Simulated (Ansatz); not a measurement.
A relaxation computed with Ansatz, from input to last step.

```yaml
crystal:
  lattice:
    - [3.2304736098, 0.0, 0.0]
    - [-1.6152368049, 2.7976722123, 0.0]
    - [0.0, 0.0, 5.1097940982]
  atoms:
    - { symbol: Zn, position: [0.6666666667, 0.3333333333, 0.5006434761] }
    - { symbol: Zn, position: [0.3333333333, 0.6666666667, 0.0006434761] }
    - { symbol: O, position: [0.6666666667, 0.3333333333, 0.8796665239] }
    - { symbol: O, position: [0.3333333333, 0.6666666667, 0.3796665239] }
basis:
  ecutwfc: 420
kpoints:
  mp_grid: { grid: [12, 12, 6] }
hamiltonian:
  xc: pbesol
scf:
  occupations: { method: gaussian, width: 0.02 }
output:
  forces: true
  stress: true
  eigenvalues: true
  write_density: true
  write_potential: true
  elf: true
  volumetric_format: npy
relax:
  adjacent_minimum: "off"
  f_tol: 0.008
  max_steps: 40
```

```bash
ansatz run input.yaml --threads 1 --pin off --max-ram 2560MiB --backend cpu --events-out ev --progress --plain --runs-dir out
```

These are results of Ansatz 0.2.0, DFT PBEsol, scalar-relativistic, plane waves, PAW, not measurements.

Of 4 frames 4 are shown, positions in Å and forces in eV/Å; the SCF threshold varies from step to step.

```xyz
4
Lattice="3.2305 0.0000 0.0000 -1.6152 2.7977 0.0000 0.0000 0.0000 5.1098" Properties=species:S:1:pos:R:3:forces:R:3 pbc="T T T" step=1 free_energy_over_end_meV_per_atom=1.44
Zn    1.6152    0.9326    2.5582    0.0000    0.0000   -0.2094
Zn    0.0000    1.8651    0.0033    0.0000    0.0000   -0.2094
O     1.6152    0.9326    4.4949    0.0000    0.0000    0.2094
O     0.0000    1.8651    1.9400    0.0000    0.0000    0.2094
4
Lattice="3.2305 0.0000 0.0000 -1.6152 2.7977 0.0000 0.0000 0.0000 5.1098" Properties=species:S:1:pos:R:3:forces:R:3 pbc="T T T" step=2 free_energy_over_end_meV_per_atom=0.94
Zn    1.6152    0.9326    2.5556    0.0000    0.0000   -0.1670
Zn    0.0000    1.8651    0.0007    0.0000    0.0000   -0.1670
O     1.6152    0.9326    4.4975    0.0000    0.0000    0.1673
O     0.0000    1.8651    1.9427    0.0000    0.0000    0.1673
4
Lattice="3.2305 0.0000 0.0000 -1.6152 2.7977 0.0000 0.0000 0.0000 5.1098" Properties=species:S:1:pos:R:3:forces:R:3 pbc="T T T" step=3 free_energy_over_end_meV_per_atom=0.01
Zn    1.6152    0.9326    2.5451    0.0000    0.0000   -0.0142
Zn    0.0000    1.8651   -0.0098    0.0000    0.0000   -0.0142
O     1.6152    0.9326    4.5080    0.0000    0.0000    0.0142
O     0.0000    1.8651    1.9531    0.0000    0.0000    0.0142
4
Lattice="3.2305 0.0000 0.0000 -1.6152 2.7977 0.0000 0.0000 0.0000 5.1098" Properties=species:S:1:pos:R:3:forces:R:3 pbc="T T T" step=4 free_energy_over_end_meV_per_atom=0.00
Zn    1.6152    0.9326    2.5440    0.0000    0.0000    0.0001
Zn    0.0000    1.8651   -0.0109    0.0000    0.0000    0.0001
O     1.6152    0.9326    4.5091    0.0000    0.0000    0.0000
O     0.0000    1.8651    1.9542    0.0000    0.0000    0.0000
```

Time: 26 s on 1 thread of Intel(R) Xeon(R) Platinum 8259CL CPU @ 2.50GHz (Skylake/Cascade Lake) (shared host), peak memory 0.45 GiB.